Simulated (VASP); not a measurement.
# Co (P-3m1) in VASP: notebook

One crystal, Co, is run at these levels: LDA; tasks: single point.

Program: VASP 6.6.1. These are calculated values, not measurements. Logs are shortened: lines on timing, memory, paths and dates and some standing lists are left out, and cuts for length are marked.

**1. The crystal as given**

Symmetry: P-3m1, No. 164, trigonal system. The conventional cell has a = 2.487 Å, b = 2.487 Å, c = 4.063 Å, α = 90.00°, β = 90.00°, γ = 120.00°. Around Co (site symmetry 3m) lie 12 Co at 2.42 to 2.55 Å.

**2. Single point, LDA, collinear spin, ferromagnetic start**

File INCAR:

```
SYSTEM = Co
ADDGRID = .FALSE.
ALGO = Normal
EDIFF = 1E-6
ENCUT = 460
GGA = CA
ISIF = 2
ISMEAR = -1
ISPIN = 2
LASPH = .TRUE.
LCHARG = .FALSE.
LMAXMIX = 4
LORBIT = 11
LREAL = .FALSE.
LWAVE = .FALSE.
MAGMOM = 2 2
NBANDS = 20
NELM = 100
PREC = Accurate
SIGMA = 0.02
```

File KPOINTS:

```
k-points
0
G
  7 7 4
  0 0 0
```

File POSCAR:

```
Co
1.0
    2.4873648738      0.0000000000      0.0000000000
   -1.2436824369      2.1541211692      0.0000000000
    0.0000000000      0.0000000000      4.0632895034
Co
2
Direct
    0.3333333333      0.6666666667      0.7401390000
    0.6666666667      0.3333333333      0.2598610000
```

Potentials or basis: VASP PAW LDA potentials, release 64 (Co).

Command:

```bash
> cat potpaw_LDA.64/Co/POTCAR > POTCAR
> mpirun -np 1 vasp_std > vasp.out
```

OUTCAR:

```text
SYSTEM = Co
   EDIFF = 1E-6
   ENCUT = 460
   GGA = CA
   ISIF = 2
   ISMEAR = -1
   ISPIN = 2
   LASPH = .TRUE.
   LORBIT = 11
   LREAL = .FALSE.
   NELM = 100
   PREC = Accurate

 Found     28 irreducible k-points:

 Following reciprocal coordinates:
            Coordinates               Weight
  0.000000  0.000000  0.000000      1.000000
  0.142857  0.000000  0.000000      6.000000
  0.285714  0.000000  0.000000      6.000000
  0.428571  0.000000  0.000000      6.000000
  0.142857  0.142857  0.000000      6.000000
  0.285714  0.142857  0.000000     12.000000
   k-points           NKPTS =     28   k-points in BZ     NKDIM =     28   number of bands    NBANDS=     20
   number of dos      NEDOS =    301   number of ions     NIONS =      2
   total plane-waves  NPLWV =   9072
   dimension x,y,z NGX =    18 NGY =   18 NGZ =   28
   dimension x,y,z NGXF=    36 NGYF=   36 NGZF=   56
   ions per type =               2
   NGX,Y,Z   is equivalent  to a cutoff of  12.03, 12.03, 11.46 a.u.
   NGXF,Y,Z  is equivalent  to a cutoff of  24.06, 24.06, 22.91 a.u.
 SYSTEM =  Co
   PREC   = accura    normal or accurate (medium, high low for compatibility)
   ISTART =      0    job   : 0-new  1-cont  2-samecut
   ICHARG =      2    charge: 1-file 2-atom 10-const
   ISPIN  =      2    spin polarized calculation?
   LNONCOLLINEAR =      F non collinear calculations
   LSORBIT =      F    spin-orbit coupling
   LASPH  =      T    aspherical Exc in radial PAW
   ENCUT  =  460.0 eV  33.81 Ry    5.81 a.u.   4.35  4.35  7.11*2*pi/ulx,y,z
   NELM   =    100;   NELMIN=  2; NELMDL= -5     # of ELM steps
   EDIFF  = 0.1E-05   stopping-criterion for ELM
   LREAL  =      F    real-space projection
   EDIFFG = 0.1E-04   stopping-criterion for IOM
   NSW    =      0    number of steps for IOM
   IBRION =     -1    ionic relax: 0-MD 1-quasi-New 2-CG
   NFREE  =      0    steps in history (QN), initial steepest desc. (CG)
   ISIF   =      2    stress and relaxation
   ISYM   =      2    0-nonsym 1-usesym 2-fastsym
   POTIM  = 0.5000    time-step for ionic-motion
   TEBEG  =    0.0;   TEEND  =   0.0 temperature during run
   PSTRESS=    0.0 pullay stress
   NELECT =      18.0000    total number of electrons
   NUPDOWN=      -1.0000    fix difference up-down
   EMIN   =  10.00;   EMAX   =-10.00  energy-range for DOS
   EFERMI =   0.00;   METHOD = LEGACY
   ISMEAR =    -1;   SIGMA  =   0.02  broadening in eV -4-tet -1-fermi 0-gaus
   EFERMI_NEDOS =   21; number of points for ismear=-14 and -15
   IALGO  =     38    algorithm
   IMIX   =      4    mixing-type and parameters
     AMIX     =   0.40;   BMIX     =  1.00
     AMIX_MAG =   1.60;   BMIX_MAG =  1.00
  volume/ion in A,a.u.               =      10.89        73.46
  Fermi-wavevector in a.u.,A,eV,Ry     =   1.536514  2.903591 32.121660  2.360875
  Thomas-Fermi vector in A             =   2.643152
   LORBIT       =     11    0 simple, 1 ext, 2 COOP (PROOUT), +10 PAW based schemes
   GGA     = CA    functional components
   LHFCALC =     F    Hartree Fock is set to
   AEXX    =    0.0000 exact exchange contribution
   IVDW    =     0    specifies the selected vdW correction
   LEPSILON=     F    determine dielectric tensor
   LRPA    =     F    only Hartree local field effects (RPA)
 spin polarized calculation
  energy-cutoff  :      460.00
  volume of cell :       21.77
 maximum number of plane-waves:       525
 NGX is ok and might be reduce to    18
   NGX =  9   NGY =  9   NGZ = 15

 number of electron      18.0000003 magnetization       3.0066351

 Free energy of the ion-electron system (eV)
  ---------------------------------------------------
  ext. energy  EPLUGINS =         0.00000000
  ---------------------------------------------------
  free energy    TOTEN  =       -16.08442385 eV

  energy without entropy =      -16.08117158  energy(sigma->0) =      -16.08279771

 E-fermi :   9.9231     XC(G=0): -13.7143

 val. band max:        9.9206158658   @ k =   0.0000   0.1429   0.2500
 cond. band min:       9.9263012892   @ k =   0.4286   0.0000   0.5000
 fundamental gap:      0.0056854233
 Fermi energy:         9.9231147687

 spin component 1

 k-point     1 :       0.0000    0.0000    0.0000
  band No.  band energies     occupation
      1       0.9758      1.00000
      2       4.8055      1.00000
      3       7.3699      1.00000
      4       7.4339      1.00000
      5       7.4339      1.00000
      6       7.7239      1.00000
[... 12 lines left out ...]
     19      35.8859      0.00000
     20      35.8859      0.00000

 k-point     2 :       0.1429    0.0000    0.0000
  band No.  band energies     occupation
      1       1.6817      1.00000
      2       5.2132      1.00000
      3       6.9743      1.00000
      4       7.4473      1.00000
      5       7.5704      1.00000
      6       7.7569      1.00000
[... 12 lines left out ...]
     19      36.4127      0.00000
     20      38.5409      0.00000

 k-point     3 :       0.2857    0.0000    0.0000
  band No.  band energies     occupation
      1       3.5117      1.00000
      2       5.6466      1.00000
      3       6.2172      1.00000
      4       6.7917      1.00000
      5       7.4207      1.00000
      6       7.5949      1.00000
[... 12 lines left out ...]
     19      33.9522      0.00000
     20      37.2513      0.00000

 k-point     4 :       0.4286    0.0000    0.0000
  band No.  band energies     occupation
      1       5.0089      1.00000
      2       5.3496      1.00000
      3       5.6237      1.00000
      4       7.2880      1.00000
      5       7.3525      1.00000
      6       7.5383      1.00000
[... 12 lines left out ...]
     19      32.5512      0.00000
     20      35.0065      0.00000

 k-point     5 :       0.1429    0.1429    0.0000
  band No.  band energies     occupation
      1       2.9785      1.00000
      2       5.7635      1.00000
      3       6.4658      1.00000
      4       6.6588      1.00000
      5       7.3746      1.00000
      6       7.5780      1.00000
[... 12 lines left out ...]
     19      33.7153      0.00000
     20      36.9535      0.00000

 k-point     6 :       0.2857    0.1429    0.0000
  band No.  band energies     occupation
      1       4.8556      1.00000
      2       5.7512      1.00000
      3       5.8730      1.00000
      4       6.5681      1.00000
      5       7.2217      1.00000
      6       7.6487      1.00000
[... 12 lines left out ...]
     19      31.8469      0.00000
     20      36.4892      0.00000

 [... further k-points ...]

 spin component 2

 k-point     1 :       0.0000    0.0000    0.0000
  band No.  band energies     occupation
      1       1.1424      1.00000
      2       5.6651      1.00000
      3       8.7380      1.00000
      4       8.8043      1.00000
      5       8.8043      1.00000
      6       9.1259      1.00000
[... 12 lines left out ...]
     19      36.2878      0.00000
     20      36.2878      0.00000

 k-point     2 :       0.1429    0.0000    0.0000
  band No.  band energies     occupation
      1       1.8529      1.00000
      2       6.1229      1.00000
      3       8.2380      1.00000
      4       8.4969      1.00000
      5       8.9030      1.00000
      6       9.1559      1.00000
[... 12 lines left out ...]
     19      36.6116      0.00000
     20      38.9513      0.00000

 k-point     3 :       0.2857    0.0000    0.0000
  band No.  band energies     occupation
      1       3.7484      1.00000
      2       6.7156      1.00000
      3       7.2496      1.00000
      4       7.9033      1.00000
      5       8.7121      1.00000
      6       9.0121      1.00000
[... 12 lines left out ...]
     19      34.0767      0.00000
     20      37.6528      0.00000

 k-point     4 :       0.4286    0.0000    0.0000
  band No.  band energies     occupation
      1       5.6849      1.00000
      2       6.4108      1.00000
      3       6.6904      1.00000
      4       8.0545      1.00000
      5       8.7436      1.00000
      6       8.8218      1.00000
[... 12 lines left out ...]
     19      32.7675      0.00000
     20      35.3502      0.00000

 k-point     5 :       0.1429    0.1429    0.0000
  band No.  band energies     occupation
      1       3.1743      1.00000
      2       6.7678      1.00000
      3       7.5326      1.00000
      4       7.8160      1.00000
      5       8.6914      1.00000
      6       8.9699      1.00000
[... 12 lines left out ...]
     19      34.0407      0.00000
     20      37.3367      0.00000

 k-point     6 :       0.2857    0.1429    0.0000
  band No.  band energies     occupation
      1       5.2601      1.00000
      2       6.8470      1.00000
      3       6.9436      1.00000
      4       7.5843      1.00000
      5       8.5561      1.00000
      6       8.9571      1.00000
[... 12 lines left out ...]
     19      32.2358      0.00000
     20      36.8924      0.00000

 [... further k-points ...]

------------------------ aborting loop because EDIFF is reached ----------------------------------------

  FORCE on cell =-STRESS in cart. coord.  units (eV):
  Direction    XX          YY          ZZ          XY          YZ          ZX
  --------------------------------------------------------------------------------------
  -------------------------------------------------------------------------------------
  Total       -2.5330706     -2.5330706     -2.8001962      0.0000000      0.0000000      0.0000000
  in kB     -186.4105470   -186.4105470   -206.0685173      0.0000000      0.0000000      0.0000000
  external PRESSURE =    -192.9632038 kB  Pullay stress =       0.0000000 kB

 VOLUME and BASIS-vectors are now :
 -----------------------------------------------------------------------------
  energy-cutoff  :      460.00
  volume of cell :       21.77
      direct lattice vectors                 reciprocal lattice vectors
     2.487364874  0.000000000  0.000000000     0.402031889  0.232113220  0.000000000
    -1.243682437  2.154121169  0.000000000     0.000000000  0.464226439  0.000000000
     0.000000000  0.000000000  4.063289503     0.000000000  0.000000000  0.246106018

 POSITION                                       TOTAL-FORCE (eV/Angst)
 -----------------------------------------------------------------------------------
     -0.00000      1.43608      3.00740        -0.000000     -0.000000      0.449442
      1.24368      0.71804      1.05589         0.000000      0.000000     -0.449442
 -----------------------------------------------------------------------------------
    total drift:                                0.000000     -0.000000     -0.000000

  FREE ENERGIE OF THE ION-ELECTRON SYSTEM (eV)
  ---------------------------------------------------
  free  energy   TOTEN  =       -16.0844238481 eV

  energy  without entropy=      -16.0811715817  energy(sigma->0) =      -16.08279771

 total charge

# of ion       s       p       d       tot
------------------------------------------
    1        0.487   0.513   7.283   8.283
    2        0.487   0.513   7.283   8.283
--------------------------------------------------
tot          0.974   1.026  14.566  16.566

 magnetization (x)

# of ion       s       p       d       tot
------------------------------------------
    1       -0.013  -0.038   1.559   1.508
    2       -0.013  -0.038   1.559   1.508
--------------------------------------------------
tot         -0.026  -0.077   3.118   3.015
```

It took 14 s on 1 thread of Intel Xeon Platinum 8488C (Sapphire Rapids), shared host; peak memory 0.13 GiB.

These settings aren't checked as converged: the numbers below hold their error.

Results:

```yaml
Free_energy: -16.0844 eV
Pressure: -19.3 GPa
Largest_force: 0.449 eV/Å
Band_gap_on_the_k_mesh: none (metal or under the smearing width)
Net_moment: 3.01 μB per cell
Site_moments: Co +1.51 μB
Valence_electrons_inside_the_program's_atomic_spheres: Co 8.28
```

Caveat: the k mesh is coarse (spacing up to 0.42 Å⁻¹), so the values aren't converged.

**3. Single point, LDA, collinear spin, ferromagnetic start**

INCAR is that of step 2.

KPOINTS is that of step 2.

File POSCAR:

```
Co
1.0
    2.4873648738      0.0000000000      0.0000000000
   -1.2436824369      2.1541211692      0.0000000000
    0.0000000000      0.0000000000      4.0632895034
Co
2
Direct
    0.3275520000      0.6759820000      0.7288160000
    0.6891290000      0.3188900000      0.2643300000
```

Potentials or basis: VASP PAW LDA potentials, release 64 (Co).

Command:

```bash
> cat potpaw_LDA.64/Co/POTCAR > POTCAR
> mpirun -np 1 vasp_std > vasp.out
```

Run time: 39 s. Hardware: 1 thread of Intel Xeon Platinum 8488C (Sapphire Rapids), shared host; peak memory 0.16 GiB.

These settings aren't checked as converged: the numbers below hold their error.

What came out:

```
Free energy                                           : -16.0303 eV
Pressure                                              : -17.3 GPa
Largest force                                         : 0.952 eV/Å
Band gap on the k mesh                                : none (metal or under the smearing width)
Net moment                                            : 3.00 μB per cell
Site moments                                          : Co +1.50 μB
Valence electrons inside the program's atomic spheres : Co 8.30
```

Caveat: the k mesh is coarse (spacing up to 0.42 Å⁻¹), so the values aren't converged.

**4. Single point, LDA, collinear spin, ferromagnetic start**

INCAR, as its differences from that of step 3:

```diff
@@ -18,3 +18,3 @@
 NELM = 100
-PREC = Accurate
-SIGMA = 0.02
+PREC = Low
+SIGMA = 0.1
```

KPOINTS is that of step 3.

File POSCAR:

```
Co
1.0
    2.4873648738      0.0000000000      0.0000000000
   -1.2436824369      2.1541211692      0.0000000000
    0.0000000000      0.0000000000      4.0632895034
Co
2
Direct
    0.3333333333      0.6666666667      0.7401390000
    0.6666666667      0.3333333333      0.2598610000
```

Command:

```bash
> cat potpaw_LDA.64/Co/POTCAR > POTCAR
> mpirun -np 1 vasp_std > vasp.out
```

It took 11 s on 1 thread of Intel Xeon Platinum 8488C (Sapphire Rapids), shared host; peak memory 0.11 GiB.

The run converged, but some of its settings lie outside the range that counts as converged, so its numbers aren't taken as properties of the crystal.

Results:

```
Free energy                                           : -16.1211 eV
Pressure                                              : -18.8 GPa
Largest force                                         : 0.446 eV/Å
Band gap on the k mesh                                : none (metal or under the smearing width)
Net moment                                            : 3.03 μB per cell
Site moments                                          : Co +1.52 μB
Valence electrons inside the program's atomic spheres : Co 8.28
```

Caveat: the k mesh is coarse (spacing up to 0.42 Å⁻¹), so the values aren't converged.

**5. Single point, LDA, collinear spin, ferromagnetic start**

INCAR is that of step 4.

KPOINTS is that of step 4.

File POSCAR:

```
Co
1.0
    2.4873648738      0.0000000000      0.0000000000
   -1.2436824369      2.1541211692      0.0000000000
    0.0000000000      0.0000000000      4.0632895034
Co
2
Direct
    0.3275520000      0.6759820000      0.7288160000
    0.6891290000      0.3188900000      0.2643300000
```

Command:

```bash
> cat potpaw_LDA.64/Co/POTCAR > POTCAR
> mpirun -np 1 vasp_std > vasp.out
```

Wall time 26 s (1 thread of Intel Xeon Platinum 8488C (Sapphire Rapids), shared host); peak memory 0.15 GiB.

These settings aren't checked as converged: the numbers below hold their error.

Results:

- Free energy: -16.0644 eV
- Pressure: -16.7 GPa
- Largest force: 0.938 eV/Å
- Band gap on the k mesh: none (metal or under the smearing width)
- Net moment: 3.03 μB per cell
- Site moments: Co +1.51 μB
- Valence electrons inside the program's atomic spheres: Co 8.30

Caveat: the k mesh is coarse (spacing up to 0.42 Å⁻¹), so the values aren't converged.

**6. For comparison**

An earlier run on the cell as given: functional PBE; potentials or basis VASP PAW PBE potentials, release 64 (Co); cutoff 520 eV; k mesh 12 × 12 × 7; occupations fermi-dirac, width 0.05 eV; collinear spin, ferromagnetic start; starting moments [2.0, 2.0] μB.

- Pressure: 0.0 GPa
- Largest force: 0.481 eV/Å
- Band gap on the k mesh: none (metal or under the smearing width)
- Net moment: 3.26 μB per cell
- Site moments: Co +1.65 μB
- Valence electrons inside the program's atomic spheres: Co 8.27
